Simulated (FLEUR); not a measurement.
# Au (Fm-3m) in FLEUR: notebook

The runs below take Au through equation of state, with PBEsol.

Program: FLEUR MaX-R8.1 (later development tree). These are calculated values, not measurements. Logs are shortened: lines on timing, memory, paths and dates and some standing lists are left out, and cuts for length are marked.

**What was measured.**

“Exploring toroidal anvil profiles for larger sample volumes above 4 Mbar”, 2024, pmc:11102561 quotes, for a bulk crystal of Au: bulk modulus 167 GPa.

How close the calculation comes is told below.

**1. The structure**

The structure is cubic, space group Fm-3m (No. 225). Conventional cell: a = 4.070 Å, b = 4.070 Å, c = 4.070 Å, α = 90.00°, β = 90.00°, γ = 90.00°. Around Au (site symmetry m-3m) lie 12 Au at 2.88 Å.

**2. Equation of state, PBEsol, 15.84 Å³/atom (volume scaled by 0.94)**

inp.xml reads:

```xml
<?xml version="1.0" encoding="UTF-8" standalone="no"?>
<fleurInput fleurInputVersion="0.39">
   <comment>
      Au                                                                                                  
   </comment>
   <calculationSetup>
      <cutoffs Kmax="4.1" Gmax="12.7" GmaxXC="12.7" numbands="0"/>
      <scfLoop itmax="60" minDistance="0.00001" maxIterBroyd="15" imix="Anderson" alpha="0.05" precondParam="0.0" spinf="2.0" sdNocoIR="T"/>
      <coreElectrons ctail="T" frcor="F" kcrel="0" coretail_lmax="0"/>
      <xcFunctional name="PBEs" relativisticCorrections="F"/>
      <magnetism jspins="1"/>
      <soc l_soc="F" theta="0.0" phi="0.0" spav="F"/>
      <expertModes spex="0" secvar="F"/>
      <geometryOptimization l_f="F" forcealpha="1.0" forcemix="BFGS" epsdisp="0.0005" epsforce="0.0002"/>
      <ldaU l_linMix="F" mixParam="0.05" spinf="1.0"/>
   </calculationSetup>
   <cell>
      <bzIntegration valenceElectrons="19.0" mode="hist" fermiSmearingEnergy="0.00183747">
         <kPointListSelection listName="default-1"/>
         <!-- k-points included here -->
         <xi:include xmlns:xi="http://www.w3.org/2001/XInclude" href="kpts.xml"> </xi:include>
      </bzIntegration>
      <!-- symmetry operations included here -->
      <xi:include xmlns:xi="http://www.w3.org/2001/XInclude" href="sym.xml"> </xi:include>
      <bulkLattice scale="0.9795861087">
         <bravaisMatrix>
            <row-1>    0.0000000000000000     3.8455926635609998     3.8455926635609998</row-1>
            <row-2>    3.8455926635609998     0.0000000000000000     3.8455926635609998</row-2>
            <row-3>    3.8455926635609998     3.8455926635609998     0.0000000000000000</row-3>
         </bravaisMatrix>
      </bulkLattice>
   </cell>
   <atomSpecies>
      <species name="Gold (Au)" element="Au" atomicNumber="79">
         <mtSphere radius="2.47" gridPoints="833" logIncrement="0.016"/>
         <atomicCutoffs lmax="10" lnonsphr="10"/>
         <electronConfig flipSpins="F">
            <coreConfig>(1s1/2) (2s1/2) (2p1/2) (2p3/2) (3s1/2) (3p1/2) (3p3/2) (4s1/2) (3d3/2) (3d5/2) (4p1/2) (4p3/2) (4d3/2) (4d5/2) (4f5/2) (4f7/2)</coreConfig>
            <valenceConfig>(5s1/2) (5p1/2) (5p3/2) (6s1/2) (5d3/2) (5d5/2)</valenceConfig>
            <stateOccupation state="(6s1/2)" spinUp="0.500000" spinDown="0.500000"/>
         </electronConfig>
         <energyParameters s="6" p="6" d="5" f="5"/>
         <lo type="SCLO" l="0" n="5" eDeriv="0"/>
         <lo type="SCLO" l="1" n="5" eDeriv="0"/>
         <lo type="SCLO" l="1" n="5" eDeriv="1"/>
         <lo type="SCLO" l="2" n="5" eDeriv="2"/>
         <lo type="SCLO" l="3" n="5" eDeriv="2"/>
      </species>
   </atomSpecies>
   <atomGroups>
      <atomGroup species="Gold (Au)">
         <relPos label="                   1">.0000000000 .0000000000 .0000000000</relPos>
         <force calculate="T" relaxXYZ="TTT"/>
      </atomGroup>
   </atomGroups>
   <output dos="F" band="F" slice="F">
      <checks vchk="F" cdinf="F"/>
      <bandDOS minEnergy="-.5*Htr" maxEnergy="0.5*Htr" sigma="0.015" storeEVData="T"/>
      <vacuumDOS vacdos="F" integ="F" star="F" nstars="0" locx1="0.0" locy1="0.0" locx2="0.0" locy2="0.0" nstm="0" tworkf="0.0"/>
      <unfoldingBand unfoldBand="F" supercellX="1" supercellY="1" supercellZ="1"/>
      <plotting iplot="0" polar="F">
         <plot TwoD="T" vec1="  1.0  0.0  0.0" vec2="  0.0  1.0  0.0" vec3="  0.0  0.0  1.0" zero="  0.0  0.0  0.0" file="plot"/>
      </plotting>
      <chargeDensitySlicing numkpt="0" minEigenval="0.0" maxEigenval="0.0" nnne="0" pallst="F"/>
      <specialOutput eonly="F"/>
      <moessbauerParams electricFieldGradient="T" isomerShift="T" coreHyperfine="T" valenceHyperfine="T"/>
      <magneticCircularDichroism mcd="F" energyLo="-10.0" energyUp="0.0"/>
   </output>
  <!-- We include the file relax.xml here to enable relaxations (see documentation) -->
  <xi:include xmlns:xi="http://www.w3.org/2001/XInclude" href="relax.xml"> <xi:fallback/> </xi:include>
</fleurInput>
```

Potentials or basis: all-electron, FLAPW.

Started as:

```sh
$ inpgen -f crystal.txt -profile fastHighL
$ # inp.xml edited to the form shown
$ fleur_MPI
```

Output:

```text
Welcome to FLEUR        (www.flapw.de)
      MaX-Release 8.1          (www.max-centre.eu)

 ========== k-point set info ==========
 Selected k-point list: default-1
 k-point list type: mesh
 11 x 11 x 11
 Number of k points: 56

 ------------Calculation Setup---------------------------
 Number of MPI-tasks      :            1
 Number of PE/node        :            1
 Number of OMP-threads    :            1
 Most efficient MPI parallelization for:
           1           2           4           7           8          14          28          56
 Additional eigenvalue parallelization possible
 Number of basis functions:          172
 Approximate size of matrices (H+S) per k-point:         0.000 GB
 --------------------------------------------------------
 Iteration:     1   Distance:      17.47558767 me/bohr^3
 Iteration:     2   Distance:      15.75248385 me/bohr^3
 Iteration:     3   Distance:       6.80392843 me/bohr^3
 Iteration:     4   Distance:       2.49135043 me/bohr^3
 Iteration:     5   Distance:       2.72796729 me/bohr^3
 Iteration:     6   Distance:       0.18846126 me/bohr^3
 Iteration:     7   Distance:       0.17167003 me/bohr^3
 Iteration:     8   Distance:       0.01705391 me/bohr^3
 Iteration:     9   Distance:       0.01458991 me/bohr^3
 Iteration:    10   Distance:       0.00195993 me/bohr^3
 Iteration:    11   Distance:       0.00008595 me/bohr^3
 Iteration:    12   Distance:       0.00004128 me/bohr^3
 Iteration:    13   Distance:       0.00000315 me/bohr^3

 ********************************************************************
 Run finished successfully
 Stop message:
   all done
 ********************************************************************
```

out.xml (last iteration):

```text
<iteration numberForCurrentRun="   13" overallNumber="   13">
         <energyParameters units="Htr">
            <atomicEP atomType="1" spin="1" branch="6s" branchLowest="-3.38" branchHighest="1.62" value="0.3020493591"/>
            <atomicEP atomType="1" spin="1" branch="6p" branchLowest="-1.57" branchHighest="2.58" value="0.4757951211"/>
            <atomicEP atomType="1" spin="1" branch="5d" branchLowest="-11.35" branchHighest="0.57" value="0.3536512616"/>
            <atomicEP atomType="1" spin="1" branch="5f" branchLowest="-2.39" branchHighest="2.67" value="0.7706428554"/>
            <loAtomicEP atomType="1" spin="1" branch="5s" branchLowest="-26.16" branchHighest="-3.38" value="-3.3811600526"/>
            <loAtomicEP atomType="1" spin="1" branch="5p" branchLowest="-19.41" branchHighest="-1.57" value="-1.6385901578"/>
            <loAtomicEP atomType="1" spin="1" branch="5p" branchLowest="-19.41" branchHighest="-1.57" value="-1.6385901578"/>
            <loAtomicEP atomType="1" spin="1" branch="5d" branchLowest="-11.35" branchHighest="0.57" value="0.3363861892"/>
            <loAtomicEP atomType="1" spin="1" branch="5f" branchLowest="-2.39" branchHighest="2.67" value="0.7706351361"/>
         </energyParameters>
         <eigenvalues>
            <eigenvaluesAt spin="1" ikpt="1" k_x="0.00000000" k_y="0.00000000" k_z="0.00000000">
                      -3.3817904449       -1.5880566666       -1.5880566666       -1.5880566666        0.1116903573
                       0.3189888233        0.3189888233        0.3189888233        0.3830901777        0.3830901777
                       1.0310747760        1.1931692537        1.1931692537        1.1931692537        1.3840689819
            </eigenvaluesAt>
            <eigenvaluesAt spin="1" ikpt="2" k_x="0.00000000" k_y="0.00000000" k_z="0.09090909">
                      -3.3817396602       -1.5889256118       -1.5881853207       -1.5881853207        0.1229705580
                       0.3150996159        0.3229358507        0.3229358507        0.3813190480        0.3813190480
                       1.0452387185        1.1345712343        1.2079920784        1.2079920784        1.4230131136
            </eigenvaluesAt>
            <eigenvaluesAt spin="1" ikpt="3" k_x="0.00000000" k_y="0.00000000" k_z="0.18181818">
                      -3.3816045090       -1.5912514548       -1.5885331165       -1.5885331165        0.1537828300
                       0.3085756062        0.3300601839        0.3300601839        0.3812632724        0.3812632724
                       1.0236385991        1.0782856349        1.2463496179        1.2463496179        1.3414484762
            </eigenvaluesAt>
            <eigenvaluesAt spin="1" ikpt="4" k_x="0.00000000" k_y="0.00000000" k_z="0.27272727">
                      -3.3814266957       -1.5942775494       -1.5889867873       -1.5889867873        0.1903704345
                       0.3171481167        0.3295095026        0.3295095026        0.3941281985        0.3941281985
                       0.9005338446        1.0711586587        1.2634174982        1.2634174982        1.3306902243
            </eigenvaluesAt>
         </eigenvalues>
         <bandgap value="0.0841978588" units="eV"/>
         <sumValenceSingleParticleEnergies value="-12.6100690415" units="Htr"/>
         <FermiEnergy value="0.5047900354" units="Htr"/>
         <valenceDensity>
            <mtCharges spin="1">
               <mtCharge atomType="1" total="17.4378286" s="2.4966392" p="6.3325691" d="8.5548591" f="0.0417354"/>
            </mtCharges>
            <spinDependentCharge spin="1" total="19.0000000" interstitial="1.5621714" mtSpheres="17.4378286"/>
            <totalCharge value="19.0000000000"/>
         </valenceDensity>
         <coreStates atomType="     1" atomicNumber=" 79" spin="1" kinEnergy="  21646.2591382726" eigValSum=" -11684.7034379762" lostElectrons=" 0.000196">
            <state n="1" l="0" j="0.5" energy="-2962.4733214622" weight="1.0000000000"/>
            <state n="2" l="0" j="0.5" energy="-521.8058642023" weight="1.0000000000"/>
            <state n="2" l="1" j="0.5" energy="-500.3277596518" weight="1.0000000000"/>
            <state n="2" l="1" j="1.5" energy="-432.8947898193" weight="2.0000000000"/>
            <state n="3" l="0" j="0.5" energy="-122.6921459007" weight="1.0000000000"/>
            <state n="3" l="1" j="0.5" energy="-113.0459878809" weight="1.0000000000"/>
[... 8 lines left out ...]
            <state n="4" l="3" j="2.5" energy="-2.4673023130" weight="3.0000000000"/>
            <state n="4" l="3" j="3.5" energy="-2.3271059453" weight="4.0000000000"/>
         </coreStates>
         <allElectronCharges>
            <spinDependentCharge spin="1" total="79.0000000" interstitial="1.5623638" mtSpheres="77.4376362"/>
            <totalCharge value="78.9999999987"/>
         </allElectronCharges>
         <moessbauerParams unitsHFF="kG" unitsIS="e/bohr^3" unitsEFG="Htr/bohr^2">
            <coreIsomerShift atomType="1" isTotal="2311990.50071">
               <shell n="1" l="0" isomerShift="1915044.35305"/>
               <shell n="2" l="0" isomerShift="287153.86597"/>
               <shell n="2" l="1" isomerShift="20686.37925"/>
               <shell n="3" l="0" isomerShift="65729.82272"/>
               <shell n="3" l="1" isomerShift="5309.02291"/>
               <shell n="4" l="0" isomerShift="16736.29276"/>
               <shell n="3" l="2" isomerShift="0.00218"/>
               <shell n="4" l="1" isomerShift="1330.76131"/>
               <shell n="4" l="2" isomerShift="0.00058"/>
               <shell n="4" l="3" isomerShift="0.00000"/>
            </coreIsomerShift>
            <isomerShift atomType="1" nucleusRadius="0.0001374" averageDensity="2315470.42791"/>
            <electricFieldGradient atomType="1" VXX="0.00000" VYY="0.00000" VZZ="0.00000" asymParam="0.00000">
            </electricFieldGradient>
         </moessbauerParams>
         <totalEnergy                                    value="   -19042.6687373771" units="Htr">
            <sumOfEigenvalues                            value="   -11697.3135070177">
               <coreElectrons value="-11684.7034379762"/>
               <valenceElectrons value="-12.6100690415"/>
            </sumOfEigenvalues>
            <densityCoulombPotentialIntegral value="-33103.8463010167"/>
            <densityEffectivePotentialIntegral value="-33578.4452483143"/>
            <chargeDenXCDenIntegral value="-360.2763463842"/>
            <FockExchangeEnergyValence value="0.0000000000"/>
            <FockExchangeEnergyCore value="0.0000000000"/>
            <atomTypeDependentContributions atomType="1">
               <electronNucleiInteractionDifferentMTs value="23967.7751735028"/>
               <MadelungTerm value="-43.8258082783"/>
            </atomTypeDependentContributions>
            <tkbTimesEntropy value="0.0000910605"/>
            <freeEnergy value="-19042.6688284376"/>
            <extrapolationTo0K value="-19042.6687829074"/>
         </totalEnergy>
         <densityConvergence units="me/bohr^3">
            <chargeDensity spin="1" distance="0.0000031482"/>
         </densityConvergence>
      </iteration>
```

It took 8 s on 1 thread of Intel Xeon 6975P-C (Granite Rapids), shared host; peak memory 0.06 GiB.

What came out:

| Item | Value |
| --- | --- |
| Free energy | -518177.4166 eV |
| Band gap on the k mesh | none (metal or under the smearing width) |
| Valence electrons inside the program's atomic spheres | Au 17.44 (radii Au 2.47 bohr) |

**3. Equation of state, PBEsol, 16.18 Å³/atom (volume scaled by 0.96)**

Edit inp.xml of step 2 so:

```diff
@@ -24,3 +24,3 @@
       <xi:include xmlns:xi="http://www.w3.org/2001/XInclude" href="sym.xml"> </xi:include>
-      <bulkLattice scale="0.9795861087">
+      <bulkLattice scale="0.9864848297">
          <bravaisMatrix>
```

Potentials or basis: all-electron, FLAPW.

Started as:

```sh
$ inpgen -f crystal.txt -profile fastHighL
$ # inp.xml edited to the form shown
$ fleur_MPI
```

Wall time 8.2 s (1 thread of Intel Xeon 6975P-C (Granite Rapids), shared host); peak memory 0.07 GiB.

It converged, with:

```yaml
Free_energy: -518177.4434 eV
Band_gap_on_the_k_mesh: none (metal or under the smearing width)
Valence_electrons_inside_the_program's_atomic_spheres: Au 17.41 (radii Au 2.47 bohr)
```

**4. Equation of state, PBEsol, 16.52 Å³/atom (volume scaled by 0.98)**

Edit inp.xml of step 3 so:

```diff
@@ -24,3 +24,3 @@
       <xi:include xmlns:xi="http://www.w3.org/2001/XInclude" href="sym.xml"> </xi:include>
-      <bulkLattice scale="0.9864848297">
+      <bulkLattice scale="0.9932883884">
          <bravaisMatrix>
```

Started as:

```sh
$ inpgen -f crystal.txt -profile fastHighL
$ # inp.xml edited to the form shown
$ fleur_MPI
```

Wall time 8.3 s (1 thread of Intel Xeon 6975P-C (Granite Rapids), shared host); peak memory 0.07 GiB.

It converged, with:

* Free energy: -518177.4600 eV
* Band gap on the k mesh: none (metal or under the smearing width)
* Valence electrons inside the program's atomic spheres: Au 17.38 (radii Au 2.47 bohr)

**5. Equation of state, PBEsol, 16.85 Å³/atom**

Edit inp.xml of step 4 so:

```diff
@@ -24,3 +24,3 @@
       <xi:include xmlns:xi="http://www.w3.org/2001/XInclude" href="sym.xml"> </xi:include>
-      <bulkLattice scale="0.9932883884">
+      <bulkLattice scale="1.0000000000">
          <bravaisMatrix>
```

Started as:

```sh
$ inpgen -f crystal.txt -profile fastHighL
$ # inp.xml edited to the form shown
$ fleur_MPI
```

Run time: 8.6 s. Hardware: 1 thread of Intel Xeon 6975P-C (Granite Rapids), shared host; peak memory 0.07 GiB.

Results (log left out):

| Property | Result |
| --- | --- |
| Free energy | -518177.4677 eV |
| Band gap on the k mesh | none (metal or under the smearing width) |
| Valence electrons inside the program's atomic spheres | Au 17.35 (radii Au 2.47 bohr) |

**6. Equation of state, PBEsol, 17.19 Å³/atom (volume scaled by 1.02)**

Edit inp.xml of step 5 so:

```diff
@@ -24,3 +24,3 @@
       <xi:include xmlns:xi="http://www.w3.org/2001/XInclude" href="sym.xml"> </xi:include>
-      <bulkLattice scale="1.0000000000">
+      <bulkLattice scale="1.0066227096">
          <bravaisMatrix>
```

Potentials or basis: all-electron, FLAPW.

Started as:

```sh
$ inpgen -f crystal.txt -profile fastHighL
$ # inp.xml edited to the form shown
$ fleur_MPI
```

It took 9.1 s on 1 thread of Intel Xeon 6975P-C (Granite Rapids), shared host; peak memory 0.07 GiB.

The run converged. Its results:

```
Free energy                                           : -518177.4676 eV
Band gap on the k mesh                                : none (metal or under the smearing width)
Valence electrons inside the program's atomic spheres : Au 17.33 (radii Au 2.47 bohr)
```

**7. Equation of state, PBEsol, 17.53 Å³/atom (volume scaled by 1.04)**

Edit inp.xml of step 6 so:

```diff
@@ -24,3 +24,3 @@
       <xi:include xmlns:xi="http://www.w3.org/2001/XInclude" href="sym.xml"> </xi:include>
-      <bulkLattice scale="1.0066227096">
+      <bulkLattice scale="1.0131594038">
          <bravaisMatrix>
```

Started as:

```sh
$ inpgen -f crystal.txt -profile fastHighL
$ # inp.xml edited to the form shown
$ fleur_MPI
```

It took 9.4 s on 1 thread of Intel Xeon 6975P-C (Granite Rapids), shared host; peak memory 0.07 GiB.

Results (log left out):

```
Free energy                                           : -518177.4607 eV
Band gap on the k mesh                                : none (metal or under the smearing width)
Valence electrons inside the program's atomic spheres : Au 17.31 (radii Au 2.47 bohr)
```

**8. Equation of state, PBEsol, 17.87 Å³/atom (volume scaled by 1.06)**

Edit inp.xml of step 7 so:

```diff
@@ -24,3 +24,3 @@
       <xi:include xmlns:xi="http://www.w3.org/2001/XInclude" href="sym.xml"> </xi:include>
-      <bulkLattice scale="1.0131594038">
+      <bulkLattice scale="1.0196128224">
          <bravaisMatrix>
```

Started as:

```sh
$ inpgen -f crystal.txt -profile fastHighL
$ # inp.xml edited to the form shown
$ fleur_MPI
```

Wall time 9.4 s (1 thread of Intel Xeon 6975P-C (Granite Rapids), shared host); peak memory 0.07 GiB.

Results (log left out):

```yaml
Free_energy: -518177.4477 eV
Band_gap_on_the_k_mesh: none (metal or under the smearing width)
Valence_electrons_inside_the_program's_atomic_spheres: Au 17.29 (radii Au 2.47 bohr)
```

**9. Equation of state, PBEsol**

Potentials or basis: all-electron, FLAPW.

This step only gathers the single runs of the series.

What came out:

```
Equilibrium volume                      : 17.02 Å³/atom
Bulk modulus                            : 176 GPa
Pressure derivative of the bulk modulus : 5.6 (rough: it moves with the points fitted)
```

Energy against volume, from the lowest point:
```csv
volume (Å³/atom),energy (meV/atom)
15.843,51.03
16.181,24.23
16.518,7.71
16.855,0.00
17.192,0.05
17.529,6.96
17.866,19.97
```

**10. How close it comes**

Step 9. A measured bulk modulus of Au is 167 GPa (quoted in “Exploring toroidal anvil profiles for larger sample volumes above 4 Mbar”, 2024, pmc:11102561); the calculated 176 GPa misses it by +5.2 %. The fit is for a static lattice scaled at fixed shape and fixed fractional positions.
